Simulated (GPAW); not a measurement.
TaSi2:

```
Ta Si
1.0
     4.78390    0.00000    0.00000
    -2.39195    4.14298    0.00000
     0.00000    0.00000    6.57000
Ta Si
3 6
Direct
  0.00000 0.50000 0.33333
  0.50000 0.50000 0.66667
  0.50000 0.00000 0.00000
  0.31794 0.15897 0.33333
  0.15897 0.84103 0.66667
  0.84103 0.68206 0.00000
  0.68206 0.84103 0.33333
  0.84103 0.15897 0.66667
  0.15897 0.31794 0.00000
```

```yaml
Program: GPAW 26.7.0
Task: relaxation of cell and atoms
Functional: PBEsol
Dispersion: D3
Potentials_or_basis: PAW data sets generated in the run's folder for this functional
Cutoff: 600 eV
Basis: pw
k_mesh: 4 × 4 × 3
Occupations: fermi-dirac, width 0.05 eV
Spin: no spin polarisation
```

At the start: pressure -5.3 GPa; volume 14.47 Å³/atom.

**Question.** Where does the relaxation end?

**Answer.** Over 10 steps the energy falls by 6.6 meV/atom and the volume is 14.08 Å³/atom (-2.7 %); space group P6_422 (No. 181, to 0.05 Å).

The path:
```csv
step,energy change (eV),largest force (eV/Å),pressure (GPa),volume (Å³)
1,0.0000,0.0096,-5.31,130.21
2,-0.0094,0.0078,-4.87,129.92
3,-0.0581,0.0092,0.17,126.69
4,-0.0582,0.0064,0.02,126.78
5,-0.0585,0.0001,-0.12,126.86
6,-0.0590,0.0112,-0.21,126.90
7,-0.0593,0.0179,-0.14,126.84
8,-0.0594,0.0165,-0.03,126.76
9,-0.0594,0.0110,0.03,126.73
10,-0.0594,0.0046,0.05,126.72
```

Final structure:
```yaml
crystal:
  lattice:
    - [4.73435, 0.00000, 0.00000]
    - [-2.36718, 4.10007, 0.00000]
    - [0.00000, 0.00000, 6.52807]
  atoms:
    - { symbol: Ta, position: [0.00000, 0.50000, 0.33333] }
    - { symbol: Ta, position: [0.50000, 0.50000, 0.66667] }
    - { symbol: Ta, position: [0.50000, 0.00000, 0.00000] }
    - { symbol: Si, position: [0.31825, 0.15912, 0.33333] }
    - { symbol: Si, position: [0.15912, 0.84088, 0.66667] }
    - { symbol: Si, position: [0.84088, 0.68175, 0.00000] }
    - { symbol: Si, position: [0.68175, 0.84088, 0.33333] }
    - { symbol: Si, position: [0.84088, 0.15912, 0.66667] }
    - { symbol: Si, position: [0.15912, 0.31825, 0.00000] }
```

Caveat: the k mesh is coarse (spacing up to 0.38 Å⁻¹), so the values aren't converged; later steps reuse the first step's grids; pairwise dispersion overbinds metals, which lowers pressure and volume.
